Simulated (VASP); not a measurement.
**NaCl (zincblende), r²SCAN relaxation of cell and atoms: Ansatz's output and VASP's**

Start cell

```
CELL_PARAMETERS angstrom
0.00000 3.12648 3.12648
3.12648 0.00000 3.12648
3.12648 3.12648 0.00000
ATOMIC_POSITIONS crystal
Na 0.00000 0.00000 0.00000
Cl 0.25000 0.25000 0.25000
```

Ansatz printed

```
basis re-selected at this cell: Δ(F+E_penalty+E_count) = +1.470e-4 eV, ΔP = -0.002 GPa vs the last step (what re-selecting the basis moved, of the pressure what is left beyond the Pulay correction that the steps carried, after the strain that the cell walked since its last selection, with what the two solves' SCF thresholds leave and, on support functions, any second-order correction that the steps lacked; it is no measure of the basis error at this ecutwfc). The dense FFT grid was sized anew with the basis: this SCF ran on 32×32×32 points, the steps before it on 36×36×36, so part of this shift can come from that change (see relax.cell in the input reference). This SCF's stress stands 1.85e-2 GPa from its target on what of the cell is left free (relax.cell.stress_tol is 5.00e-2 GPa) and its largest allowed force component is 2.23e-17 eV/Å (relax.f_tol is 5.00e-3 eV/Å): within both
SCF converged after 6 iterations
Free energy (F): -2576.102121 eV
Harris-Foulkes:  -2576.102121 eV  (|F-HF|=4.55e-13)
Internal energy: -2576.102121 eV  (E = F + TS)
E sigma→0 (E₀):  -2576.102121 eV
Fermi energy:    1.368688 eV
--- Per-component energies (eV) ---
  E_band       = -279.184194
  E_kinetic    = 282.484817
  E_local      = -1749.171339  (includes V_loc(G=0)·N_el)
  E_nonlocal   = 144.272048
  E_hartree    = 635.105255
  E_xc         = -141.439984
  E_vxc        = -191.089249  (∫ρ·V_xc dr)
  E_paw        = -934.365519  (= ΣΔE_a)
  E_vpaw       = -48.273379  (= ΣTr[D̂ρ^β])
  E_aug_tail   = 0.000044  (compensation charges beyond the density's cutoff)
  E_vtau       = 12.382351  (kinetic-family band-sum trace: ∫τ·v_τ [+ j·A + Jᵃ·Aᵃ] dr)
  E_ewald      = -812.824770
  E_core_change = -0.162674  (= ΣΔE_core)
  E_smearing   = -0.000000  (= −TS)
  E_closure    = 0.000000  (closes the sum)
  Σ components = -2576.102121   (vs F -2576.102121, Δ=0.00e0)
--- Forces (eV/Å), atoms counted from 1 ---
  atom   1  Na     0.00000000    -0.00000000    -0.00000000
  atom   2  Cl    -0.00000000     0.00000000     0.00000000
  max |Σ_I F_I| component: 3.41e-17 eV/Å
--- Stress (GPa, compression-positive) ---
        0.018479      -0.000000      -0.000000
       -0.000000       0.018479       0.000000
       -0.000000       0.000000       0.018479
  P = ⅓ Tr σ = 0.0185 GPa (0.185 kbar)
--- Relaxed structure (3 steps of the walk, 3 accepted, 1 SCFs on fresh bases) ---
  F+E_penalty+E_count = -2576.10212090 eV   max|allowed force component| = 2.226e-17 eV/Å   (the final SCF, on the basis selected at the relaxed cell)
  cell:  # Å, volume = 58.8512 Å³
    - [1.2228892878949414e-33, 3.08727282528569, 3.08727282528569]
    - [3.08727282528569, 1.4776578895397212e-33, 3.08727282528569]
    - [3.08727282528569, 3.08727282528569, -6.623983642764267e-34]
  atoms:
    - { symbol: Na, position: [2.7976939052662685e-34, 6.930067471760478e-35, 5.390052478035924e-35] }
    - { symbol: Cl, position: [0.25, 0.25, 0.25] }
```

The two codes use different PAW datasets and cutoffs. VASP's cell holds 14 valence electrons and Ansatz's 16.

Question: What does VASP give for the same cell and level of theory?

Answer: relaxed cell vector lengths 4.357, 4.357, 4.357 Å; relaxed cell volume 58.49 Å³.

From OUTCAR

```
k-points           NKPTS =     16   k-points in BZ     NKDIM =     16   number of bands    NBANDS=     14

   NELECT =      14.0000    total number of electrons

   dimension x,y,z NGX =    36 NGY =   36 NGZ =   36
   dimension x,y,z NGXF=    72 NGYF=   72 NGZF=   72

  energy-cutoff  :      600.00
  volume of cell :       58.49
      direct lattice vectors                 reciprocal lattice vectors
    -0.000000000  3.080902750  3.080902750    -0.162290095  0.162290095  0.162290095
     3.080902750 -0.000000000  3.080902750     0.162290095 -0.162290095  0.162290095
     3.080902750  3.080902750  0.000000000     0.162290095  0.162290095 -0.162290095

 k-points in reciprocal lattice and weights: KPOINTS created by Atomic Simulation Env
   0.00000000  0.00000000  0.00000000       0.005
   0.16666667  0.00000000  0.00000000       0.037
   0.33333333  0.00000000  0.00000000       0.037
   0.50000000  0.00000000  0.00000000       0.019
   0.16666667  0.16666667  0.00000000       0.028
   0.33333333  0.16666667  0.00000000       0.111
   0.50000000  0.16666667  0.00000000       0.111
  -0.33333333  0.16666667  0.00000000       0.111
   ...

 E-fermi :  -2.3241

 k-point     1 :       0.0000    0.0000    0.0000
  band No.  band energies     occupation
      1     -24.0936      2.00000
      2     -24.0933      2.00000
      3     -24.0933      2.00000
      4     -15.4869      2.00000
      5      -2.8160      2.00000
      6      -2.8160      2.00000
      7      -2.8160      2.00000
      8       2.7654      0.00000
      9       9.2751      0.00000
     10       9.2751      0.00000
     11       9.2754      0.00000
     12      10.9315      0.00000
     13      10.9315      0.00000
     14      13.4376      0.00000

 k-point     2 :       0.1667    0.0000    0.0000
  band No.  band energies     occupation
      1     -24.0971      2.00000
      2     -24.0939      2.00000
      3     -24.0937      2.00000
      4     -15.4502      2.00000
      5      -3.1280      2.00000
      6      -2.8393      2.00000
      7      -2.8393      2.00000
      8       3.3768      0.00000
      9       8.6182      0.00000
     10       9.3603      0.00000
     11       9.3605      0.00000
     12      10.5031      0.00000
     13      10.5031      0.00000
     14      12.2972      0.00000

 k-point     3 :       0.3333    0.0000    0.0000
  band No.  band energies     occupation
      1     -24.1046      2.00000
      2     -24.0948      2.00000
      3     -24.0945      2.00000
      4     -15.3758      2.00000
      5      -3.6453      2.00000
      6      -2.8849      2.00000
      7      -2.8849      2.00000
      8       4.6535      0.00000
      9       7.4735      0.00000
     10       8.8424      0.00000
     11       8.8425      0.00000
     12      11.4436      0.00000
     13      11.4437      0.00000
     14      11.8441      0.00000

 k-point     4 :       0.5000    0.0000    0.0000
  band No.  band energies     occupation
      1     -24.1083      2.00000
      2     -24.0952      2.00000
      3     -24.0949      2.00000
      4     -15.3381      2.00000
      5      -3.8688      2.00000
      6      -2.9072      2.00000
      7      -2.9072      2.00000
      8       5.5449      0.00000
      9       6.6874      0.00000
     10       8.5613      0.00000
     11       8.5614      0.00000
     12      12.4062      0.00000
     13      12.9111      0.00000
     14      12.9112      0.00000

 k-point     5 :       0.1667    0.1667    0.0000
  band No.  band energies     occupation
      1     -24.0975      2.00000
      2     -24.0944      2.00000
      3     -24.0942      2.00000
      4     -15.4381      2.00000
      5      -3.1293      2.00000
      6      -2.8941      2.00000
      7      -2.8941      2.00000
      8       3.5543      0.00000
      9       8.4794      0.00000
     10       9.1433      0.00000
     11       9.5808      0.00000
     12       9.5809      0.00000
     13      11.3122      0.00000
     14      13.7842      0.00000

 k-point     6 :       0.3333    0.1667    0.0000
  band No.  band energies     occupation
      1     -24.1031      2.00000
      2     -24.0954      2.00000
      3     -24.0953      2.00000
      4     -15.3765      2.00000
      5      -3.5007      2.00000
      6      -2.9683      2.00000
      7      -2.9545      2.00000
      8       4.5339      0.00000
      9       7.6426      0.00000
     10       8.3090      0.00000
     11       9.4967      0.00000
     12      10.3801      0.00000
     13      12.0052      0.00000
     14      13.0536      0.00000

 ...

  Total       -0.0028738     -0.0028738     -0.0028738      0.0000000      0.0000000      0.0000000
  in kB       -0.0787234     -0.0787234     -0.0787234      0.0000000      0.0000000      0.0000000
  external PRESSURE =      -0.0787234 kB  Pullay stress =       0.0000000 kB

 POSITION                                       TOTAL-FORCE (eV/Angst)
 -----------------------------------------------------------------------------------
      0.00000      0.00000      0.00000        -0.000000     -0.000000     -0.000000
      1.54045      1.54045      1.54045         0.000000      0.000000      0.000000
 -----------------------------------------------------------------------------------
    total drift:                                0.000002      0.000002      0.000002

  FREE ENERGIE OF THE ION-ELECTRON SYSTEM (eV)
  ---------------------------------------------------
  free  energy   TOTEN  =       -13.5633530449 eV

  energy  without entropy=      -13.5633530449  energy(sigma->0) =      -13.56335304
```
